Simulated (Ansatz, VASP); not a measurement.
This is a calculation of SrCl2 for VASP 6.6.1.

INCAR

```
SYSTEM = SrCl2
PREC = Accurate
ENCUT = 600
EDIFF = 1E-6
ISMEAR = -1
SIGMA = 0.05
LREAL = .False.
LASPH = .True.
NELM = 60
ALGO = Normal
ISIF = 3
LWAVE = .False.
LCHARG = .False.
GGA = PS
IBRION = 2
NSW = 60
EDIFFG = -0.01
```

File KPOINTS:

```
regular mesh
0
Gamma
  7 7 7
  0 0 0
```

File POSCAR:

```
SrCl2
1.0
    0.0000000000      3.4883500000      3.4883500000
    3.4883500000      0.0000000000      3.4883500000
    3.4883500000      3.4883500000      0.0000000000
Sr Cl
1 2
Direct
    0.0000000000      0.0000000000      0.0000000000
    0.7500000000      0.7500000000      0.7500000000
    0.2500000000      0.2500000000      0.2500000000
```

Potentials or basis: VASP PAW PBE potentials, release 64 (Sr_sv, Cl).

The run is started by

```console
$ cat potpaw_PBE.64/Sr_sv/POTCAR potpaw_PBE.64/Cl/POTCAR > POTCAR
$ mpirun -np 1 vasp_std > vasp.out
```

**Question.** Translate it to Ansatz 0.2.0. Potentials there: Ansatz PAW.

**Answer.** As run (the cutoff follows the program's own potentials):

input.yaml

```yaml
crystal:
  lattice:
    - [0.0, 3.48835, 3.48835]
    - [3.48835, 0.0, 3.48835]
    - [3.48835, 3.48835, 0.0]
  atoms:
    - { symbol: Sr, position: [0.0, 0.0, 0.0] }
    - { symbol: Cl, position: [0.75, 0.75, 0.75] }
    - { symbol: Cl, position: [0.25, 0.25, 0.25] }
hamiltonian:
  xc: pbesol
  pseudopotentials: { kind: paw }
kpoints:
  mp_grid: { grid: [7, 7, 7] }
scf:
  occupations: { method: fermi_dirac, width: 0.05 }
output:
  forces: true
  stress: true
  eigenvalues: true
relax:
  f_tol: 0.01
  max_steps: 40
  cell: { stress_tol: 0.05 }
```

Potentials or basis: Ansatz PAW.

Run with:

```console
$ ansatz run input.yaml --threads 1 --pin off --max-ram 3584MiB --backend cpu --events-out ev --progress --plain --runs-dir out
```

Both were run:

|  | VASP | Ansatz | Ansatz less VASP |
| --- | --- | --- | --- |
| gap on the k mesh at the Fermi level, each at its own relaxed structure (eV) | 5.26 | 5.29 | +0.022 |
| relaxed volume (Å³/atom) | 27.60 | 27.50 | -0.096 |
| relaxed cell length with the largest relative difference (Å) | 4.892 | 4.887 | -0.0057 |
| energy change over the relaxation (meV/atom) | -2 | -3 | -0.8 |

Caveats: the PAW data sets were made with another functional, which shifts forces and pressure a little (VASP); an odd mesh through Γ misses points on the zone boundary, where band edges often lie (VASP); odd divisions of the mesh miss points on the zone boundary, where band edges often lie, so the gap on the mesh can be too wide (Ansatz); the plane-wave basis is chosen anew once the cell has moved, so the energies of steps on either side of that aren't comparable (Ansatz); the PAW data sets come from PBE, with cores solved anew for the run's functional, which leaves a small shift of forces and pressure (Ansatz). PBEsol gaps usually lie below the measured ones, often by a third to a half.
